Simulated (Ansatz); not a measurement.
# Mo/GaN/TaN: conductance against the thickness of the layer, part 5 of 8

Aim: the conductance of Mo/GaN/TaN junctions as the barrier thickens. The lower electrode is Mo bcc(001), the upper one TaN rock salt(001); the barrier is GaN zinc blende(001) (Ga and Ga faces). In the first transport cell, after relaxation, the nearest pair of electrode and barrier is Mo–Ga at 2.81 Å, at a slant, at the lower face and Ta–Ga at 2.73 Å, at a slant, at the upper one. All share a net of side 3.217 Å, which strains the lower electrode by +2.1 %, the upper one by +2.9 % and the barrier by +0.0 %, against typed lattice constants near PBE's. The first steps treat the bulk electrodes alone.

Ansatz 0.2.0; PBE DFT, plane waves, PAW files (the session's first sound run).

So far, transmission at the Fermi level (a spin, zone mean): step 5 (transmission over a wide range of energy) 0.00105. Also channels of the lower lead: step 5 1.7.

## Step 6: Conductance on a fine mesh, atomic planes in the barrier 5, gap between the electrodes 8.93 Å

Level of this step: PBE DFT, plane waves, PAW files; ballistic transmission by layer matching between semi-infinite leads (Ansatz).

System of this step: Mo/GaN/TaN. The cell holds 40 atoms: 11 Mo, 3 Ga, 14 N and 12 Ta. Its edges and angles: a = 3.217 Å, b = 3.217 Å, c = 62.428 Å, α = 90.0°, β = 90.0°, γ = 90.0°. Regions: left electrode, 11 atoms (11 Mo); barrier, 5 atoms (3 Ga and 2 N); right electrode, 24 atoms (12 N and 12 Ta). Vacuum lies along c.

The conductance needs T(E) within ten thermal energies of the Fermi level, on steps under 1.5 kT, and a finer mesh (26×26), since the current can rest on few wavevectors.

input.yaml reads:

```yaml
crystal:
  lattice:
    - [3.217, 0.0, 0.0]
    - [0.0, 3.217, 0.0]
    - [0.0, 0.0, 62.427996502]
  atoms:
    - { symbol: Mo, position: [0.03145481, 0.67857205, 0.1121291791] }
    - { symbol: Mo, position: [0.53145481, 0.17857205, 0.1371436265] }
    - { symbol: Mo, position: [0.03145481, 0.67857205, 0.162158074] }
    - { symbol: Mo, position: [0.53145481, 0.17857205, 0.1871725215] }
    - { symbol: Mo, position: [0.03145481, 0.67857205, 0.2121869689] }
    - { symbol: Mo, position: [0.53145481, 0.17857205, 0.2372014164] }
    - { symbol: Mo, position: [0.03145481, 0.67857205, 0.2622158638] }
    - { symbol: Mo, position: [0.53145481, 0.17857205, 0.2872303113] }
    - { symbol: Mo, position: [0.03145481, 0.67857205, 0.3122447588] }
    - { symbol: Mo, position: [0.53145481, 0.17857205, 0.3372592062] }
    - { symbol: Mo, position: [0.03154349, 0.67832589, 0.3592868726] }
    - { symbol: Ga, position: [0.53188234, 0.17795848, 0.3858374621] }
    - { symbol: "N", position: [0.03199695, 0.17731485, 0.4053938922] }
    - { symbol: Ga, position: [0.03226836, 0.67726766, 0.4235405288] }
    - { symbol: "N", position: [0.5341895, 0.67582422, 0.4419439226] }
    - { symbol: Ga, position: [0.46025855, 0.17505346, 0.4605461382] }
    - { symbol: "N", position: [0.73891474, 0.68617268, 0.5018820849] }
    - { symbol: Ta, position: [0.23660487, 0.18515706, 0.5027197544] }
    - { symbol: "N", position: [0.17818251, 0.23889152, 0.5375493305] }
    - { symbol: Ta, position: [0.67818251, 0.73889152, 0.5375493305] }
    - { symbol: "N", position: [0.67818251, 0.73889152, 0.5725814795] }
    - { symbol: Ta, position: [0.17818251, 0.23889152, 0.5725814795] }
    - { symbol: "N", position: [0.17818251, 0.23889152, 0.6076136286] }
    - { symbol: Ta, position: [0.67818251, 0.73889152, 0.6076136286] }
    - { symbol: "N", position: [0.67818251, 0.73889152, 0.6426457776] }
    - { symbol: Ta, position: [0.17818251, 0.23889152, 0.6426457776] }
    - { symbol: "N", position: [0.17818251, 0.23889152, 0.6776779267] }
    - { symbol: Ta, position: [0.67818251, 0.73889152, 0.6776779267] }
    - { symbol: "N", position: [0.67818251, 0.73889152, 0.7127100757] }
    - { symbol: Ta, position: [0.17818251, 0.23889152, 0.7127100757] }
    - { symbol: "N", position: [0.17818251, 0.23889152, 0.7477422247] }
    - { symbol: Ta, position: [0.67818251, 0.73889152, 0.7477422247] }
    - { symbol: "N", position: [0.67818251, 0.73889152, 0.7827743738] }
    - { symbol: Ta, position: [0.17818251, 0.23889152, 0.7827743738] }
    - { symbol: "N", position: [0.17818251, 0.23889152, 0.8178065228] }
    - { symbol: Ta, position: [0.67818251, 0.73889152, 0.8178065228] }
    - { symbol: "N", position: [0.67818251, 0.73889152, 0.8528386719] }
    - { symbol: Ta, position: [0.17818251, 0.23889152, 0.8528386719] }
    - { symbol: "N", position: [0.17818251, 0.23889152, 0.8878708209] }
    - { symbol: Ta, position: [0.67818251, 0.73889152, 0.8878708209] }
kpoints:
  mp_grid: { grid: [8, 8, 1] }
scf:
  occupations: { method: fermi_dirac, width: 0.1 }
  max_iter: 150
hamiltonian:
  xc: pbe
output:
  transmission:
    kmesh: [26, 26]
    e_range: [-0.26, 0.27]
    de: 0.0375
    leads: [[4, 5], [28, 30]]
```

Started as:

```sh
ansatz run input.yaml --threads 8 --pin off --max-ram 24576MiB --backend cpu --events-out ev --progress --plain --runs-dir out
```

Numbers of over 12 decimals in the logs are rounded to 6 here.

The program printed:

```text
[...]
Crystal: 40 atoms, lattice volume = 646.073 Å³
Basis set: ecut = 420 eV, 12625 PW (Γ)
Bands: 252, of which v1, the nominal top of the filled ones, is band 210 counted from 1 (209 counted from 0)
Symmetry: 1 space group operations
[...]
k-points: 34 of 64 (time reversal used)
[...]
SCF iter   1: F=—  HF=-190443.935884 eV  |F-HF|=—  |Δ(HF+E_count)|=         —  Δρ=8.34e-3  dr2=6.69e1  ethr=1.77e-3  ⟨swp⟩=7.5  Hψ=38531  notcnv=0
[...]
SCF iter  10: F=-190443.739920 eV  HF=-190443.739920 eV  |F-HF|=3.91e-8  |Δ(HF+E_count)|=   2.05e-8  Δρ=1.37e-6  dr2=4.92e-8  ethr=2.39e-11  ⟨swp⟩=8.5  Hψ=23973  notcnv=0
SCF 1 converged in 10 iterations: F = -190443.739920 eV  dr2 = 4.92e-8
[...]
transmission: 2006 of 20060 steps passed
transmission: 4012 of 20060 steps passed
[...]
transmission: 20060 of 20060 steps passed
SCF converged after 10 iterations
Free energy (F): -190443.739920 eV
[...]
Internal energy: -190442.990695 eV  (E = F + TS)
E sigma→0 (E₀):  -190443.365308 eV
Entropy (-TS):   -0.749225 eV (-18.731 meV/atom)
Fermi energy:    14.385140 eV
[...]
--- Band table (eV; the first three rows and the last of 34) ---
  k-point 0: bands = [... 206 lower, 13.3443, 13.3468, 13.4565, 13.6004, 13.6016, 13.6229, 13.6999, 13.9244, ... 38 higher]
  k-point 1: bands = [... 206 lower, 13.2754, 13.5214, 13.5441, 13.5919, 13.6468, 13.8199, 13.8257, 13.9093, ... 38 higher]
  k-point 2: bands = [... 206 lower, 13.6873, 13.7220, 13.8796, 13.9049, 13.9599, 14.0750, 14.1617, 14.2698, ... 38 higher]
  k-point 33: bands = [... 206 lower, 14.6073, 14.8564, 14.9292, 15.2461, 15.2726, 15.3473, 15.6861, 15.7287, ... 38 higher]
--- Transmission ---
  basis      : 89 plane waves across, 59 finite elements along
  points     : 340, standing for a mesh of 26 x 26
  filling    : by the input's occupations and mesh, since the crystals that have channels conduct as metals do. If one of these is a semiconductor, that mesh has misplaced its level
[...]
filled         : 24.4 meV under the level at which it is neutral
    channels       : 1.653846e0 a spin
    conductance    : 1.2355e15 S/m² at 300 K; may be off by some 0.0 % by where its bands' edges are placed, 4.8 % from the k-mesh, 1.2 % from the distance to neutral
    slowest decay  : 0.0302 /Å at (-0.3846, 0.3846)
[...]
filled         : 4.9 meV under the level at which it is neutral
    channels       : 2.079882e0 a spin
[...]
slowest decay  : 0.0246 /Å at (-0.3077, 0.1154)
  junction   : crystal 0 to crystal 1, 14.73 to 42.70 Å
    transmission   : 3.451830e-2 a spin
    conductance    : 2.5146e13 S/m² at 300 K (2.5899e13 on every other point, 2.5068e13 on every other energy)
    error estimate : 0.3 % from the energy spacing and 0.1 % from band edges of the leads and from resonances (wavevectors taken as independent; lower de), 17.4 % from the k-mesh, 55.5 % from the steps of its leads' Hamiltonians or their offsets (lay more layers), 4.6 % from the distance to neutral
    resistance     : 3.9032e-2 Ω µm² beyond half of each lead's own
```

Elapsed: 12 min, on 8 threads of Arm Neoverse V1, shared host; peak memory 8 GiB; 72 min of CPU time.

This step gave:

* free energy: -190443.7399 eV
* Fermi energy: 14.39 eV
* transmission at the Fermi level (a spin, zone mean): 0.03452
* channels of the lower lead: 1.654
* channels of the upper lead: 2.080
* ballistic conductance of the lower lead: 1.24e15 S/m²
* potential step in the upper lead: 7.9 meV
* ballistic conductance of the upper lead: 1.51e15 S/m²
* junction conductance: 2.51e13 S/m²
* error estimates by source, in the log's order: 0.3, 0.1, 17.4, 55.5, 4.6 %
* resistance-area product beyond the leads: 0.03903 Ω um²

One spin. Table of transmission, zone mean by energy, zero at the Fermi level:

```
energy (eV)  transmission, zone mean
     -0.260                   0.0353
     -0.223                   0.0323
     -0.185                   0.0328
     -0.147                   0.0327
     -0.110                   0.0333
     -0.072                   0.0327
     -0.035                   0.0286
      0.003                   0.0345
      0.040                   0.0360
      0.077                   0.0364
      0.115                   0.0409
      0.152                   0.0408
      0.190                   0.0371
      0.228                   0.0360
      0.265                   0.0315
```

One spin. Table of open channels, zone mean by energy, zero at the Fermi level:

```
energy (eV)  lower lead  upper lead
     -0.260        1.62        1.85
     -0.223        1.61        1.90
     -0.185        1.62        1.99
     -0.147        1.63        1.95
     -0.110        1.61        1.98
     -0.072        1.62        1.96
     -0.035        1.61        1.97
      0.003        1.65        2.08
      0.040        1.67        2.02
      0.077        1.72        2.07
      0.115        1.78        2.09
      0.152        1.89        2.12
      0.190        1.93        2.16
      0.228        1.97        2.15
      0.265        2.04        2.10
```

Transmission over k1 and k2. At 0.0025 eV from the Fermi level.

Ten even steps from '_' (0.000) to '@' (0.752):
```
::::....______________________________________....::
::......______________::______________________......
......____________--__..__..______--____________....
______________________........______________________
______________________==++..@@::____________________
______________________::::__--..____________________
____________________________________________________
____________________________________________________
____________________________________________________
______________....__________________..______________
____..__________..____::______::____..______________
..______________________..__..______________________
____..__________________________________________..__
..______________________..__..______________________
________________..____::______::____..__________..__
________________..__________________....____________
____________________________________________________
____________________________________________________
____________________________________________________
______________________..--__::::____________________
______________________::@@..++==____________________
________________________........____________________
......____________--______..__..__--____________....
::......______________________::______________......
::::....______________________________________....::
::::::..______________________________________..::::
```
Columns: k1 (b1) from -0.5 to 0.462; rows upwards: k2 (b2) from -0.5 to 0.462.

G = 2.5e13 S/m² (1/G = 0.0398 Ω µm²). The largest error estimate is 56 %, from the leads' potential steps. In the worse lead the potential repeats within 53 meV, which the program flags as too much for a lead, so G carries that doubt. By hand, Landauer's formula with T at one energy: G = (e²/h) ΣT / A = 3.874e-5 S × 0.0690 / 10.35 Å² = 2.6e13 S/m², with T summed over both spins. The printed value averages T over the Fermi window and is 0.97 times this.

[end of part 5 of 8]

[Logs are printed without paths, hosts, clocks, repeated set-up lines and the standing remarks that a program may print on its own settings, such as how far it seeks lower states.]

[Hosts, paths, dates, database ids (printed as entryN), source tags and the programs' standing remarks are cut or masked in the printed files.]
